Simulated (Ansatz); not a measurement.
## NaCl: stable or not

The cell was reached from a generator's guess, though it ends in a space group that the Crystallography Open Database lists for this formula.

The calculation used DFT PBE, scalar-relativistic, plane waves, PAW in Ansatz 0.2.0. Plane waves to 420 eV, an 8×8×8 mesh through Γ for the 2-atom cell and 0.02 eV Gaussian smearing; no spin polarisation.

```xyz
2
Lattice="0.0000 2.8482 2.8482 2.8482 0.0000 2.8482 2.8482 2.8482 0.0000" Properties=species:S:1:pos:R:3 pbc="T T T"
Na    2.8482    2.8482    2.8482
Cl    0.0000    0.0000    0.0000
```

Energies over the elements count from the elements' standard structures at the same level (Cl₂ as a molecule), with no fitted energy shifts.

Question: These tests were run: energy against the elements; phonons on a 4×4×4 q mesh. What do they show?

Answer:

```
                       test                         result
energy against the elements                 −1.848 eV/atom
  phonons on a 4×4×4 q mesh  no imaginary mode on the mesh
```

It fails none of these tests. Whether a mixture of other phases lies lower isn't tested here.

The run for the phonons used an 8×8×8 k mesh.
